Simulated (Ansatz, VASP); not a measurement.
## Two plane-wave programs on Se

```
CELL_PARAMETERS angstrom
1.98588 1.14655 1.63094
-1.98588 1.14655 1.63094
0.00000 -2.29310 1.63094
ATOMIC_POSITIONS crystal
Se 0.00000 0.00000 0.00000
```

Alike in both runs: functional r2SCAN; k mesh 16 × 16 × 16; occupations gaussian, width 0.05 eV; no spin polarisation.

Ansatz relaxed the structure, and its values are those at the end. VASP's run is a single point on that final structure, the one shown.

|  | VASP | Ansatz |
| --- | --- | --- |
| version | VASP 6.6.1 | Ansatz 0.2.0 |
| potentials or method | VASP PAW PBE potentials, release 64 (Se) | scalar-relativistic, plane waves, PAW |
| plane-wave cutoff (eV) | 520 | 500 |
| valence electrons in the cell | 6 | 16 |

Ansatz gave:

```
gap on the k mesh at the Fermi level (eV) : none
pressure (GPa)                            : 0.0
```

Task: Which values does VASP return?

Result: gap on the k mesh at the Fermi level (eV): none; pressure (GPa): -0.1.

A gap of «none» marks a metal or a gap that the smearing closes. The two sets of potentials don't hold the same shells in valence.

Caveats: the PAW data sets were made with another functional, which shifts forces and pressure a little (VASP).
